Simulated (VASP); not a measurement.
Set up this calculation in VASP 6.6.1, as the native input.

```
Task                   : relaxation of cell and atoms
Functional             : RPBE
Potentials or basis    : VASP PAW PBE potentials, release 64 (Si, Mo_sv)
Cutoff                 : 600 eV
k mesh                 : 16 × 16 × 16
Occupations            : methfessel-paxton, width 0.1 eV
Spin                   : no spin polarisation
Further INCAR settings : ALGO = Normal; EDIFF = 1e-07; IBRION = 2; EDIFFG = -0.005; NSW = 90; ISIF = 3
```

The structure of Si2Mo lies in POSCAR:

```
Si2Mo                                   
1.0
   -1.6146685136      1.6146685136      3.9501616788
    1.6146685136     -1.6146685136      3.9501616788
    1.6146685136      1.6146685136     -3.9501616788
  Si              Mo            
     2     1
Direct
     0.3350480593268286    0.3350480593268286    0.0000000000000000
     0.6649519406731713    0.6649519406731713    1.0000000000000000
     0.0000000000000000    0.0000000000000000    0.0000000000000000
```

One way to write it, as run:

INCAR

```
ALGO = Normal
EDIFF = 1E-7
EDIFFG = -0.005
ENCUT = 600
GGA = RP
IBRION = 2
ISIF = 3
ISMEAR = 1
LASPH = True
LCHARG = False
LREAL = False
LWAVE = False
NELM = 80
NSW = 90
PREC = Accurate
SIGMA = 0.1
```

KPOINTS

```
k-points
0
Gamma
  16 16 16
```

Potentials or basis: VASP PAW PBE potentials, release 64 (Si, Mo_sv).

Run with:

```console
$ cat potpaw_PBE.64/Si/POTCAR potpaw_PBE.64/Mo_sv/POTCAR > POTCAR
$ mpirun -np 1 vasp_std > vasp.out
```

It gave:

| Item | Value |
| --- | --- |
| Relaxed volume | 13.74 Å³/atom |
| Relaxed cell | a = 4.563 Å, b = 4.563 Å, c = 4.563 Å, α = 138.55°, β = 138.55°, γ = 60.07° |
| Space group after relaxing (to 0.05 Å) | I4/mmm (No. 139) |
| Energy gained by relaxing | 0.0 meV/atom |
| Ionic steps | 3 |
| Pressure after relaxing | 0.0 GPa |
| Band gap on the k mesh | none (metal or under the smearing width) |

Caveat: the PAW data sets were made with another functional, which shifts forces and pressure a little.

Run time: 3.7 min on 1 thread of Intel(R) Xeon(R) 6975P-C (Granite Rapids) (shared host), peak memory 0.42 GiB.
